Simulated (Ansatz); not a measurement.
Be: strain and displacement

```
Be
1.0
     2.26478    0.00000    0.00000
    -1.13239    1.96136    0.00000
     0.00000    0.00000    3.57410
Be
2
Direct
  0.33333 0.66667 0.75000
  0.66667 0.33333 0.25000
```

Atoms are numbered in the order listed.

The cell is the one relaxed in the Materials Project (mp-87), not relaxed further here; entries there can be hypothetical.

The calculation used DFT, PBEsol, all-electron PAW with datasets made for the crystal, scalar-relativistic in Ansatz 0.2.0.

Sampling and basis: a Γ-centred 21×21×11 k mesh, Fermi–Dirac smearing of 0.05 eV, cutoff 220 eV (chosen by the program for this cell), no spin polarisation.

The unchanged cell is at -1.68 GPa.

In a metal, stresses and small energies carry noise from the k mesh.

x, y and z are the Cartesian axes of the cell as listed; fractional coordinates follow a strain, and an engineering shear is twice the off-diagonal strain component.

One change gave: energy change +1 meV/atom; stress change (xx, yy, zz, yz, xz, xy) -0.03, 0.05, 0.07, -1.58, -1.58, -1.01 GPa, compression positive; change of the force on Be2 (0.027, -0.001, -0.001) eV/Å. Which change was it?
A. z strained by -3 % at fixed volume
B. atom 2 (Be) moved by (0.1200, 0.0000, 0.0000) Å
C. equal xy, yz and zx engineering shear strains of +1 %

C. For z strained by -3 % at fixed volume: energy change +11 meV/atom; stress change (xx, yy, zz, yz, xz, xy) -3.95, -3.95, 10.21, 0.00, 0.00, 0.00 GPa, compression positive. For atom 2 (Be) moved by (0.1200, 0.0000, 0.0000) Å: energy change +12 meV/atom; stress change (xx, yy, zz, yz, xz, xy) -0.23, 0.13, 0.91, 0.00, 0.00, 3.33 GPa, compression positive; change of the force on Be2 (-0.414, -0.057, 0.000) eV/Å.

What force constant does this one finite step give for Be2 along its displacement (all its periodic images move with it)?

k = −ΔF·u/|u|² = 3.45 eV/Å², so the force pulls the atom back.
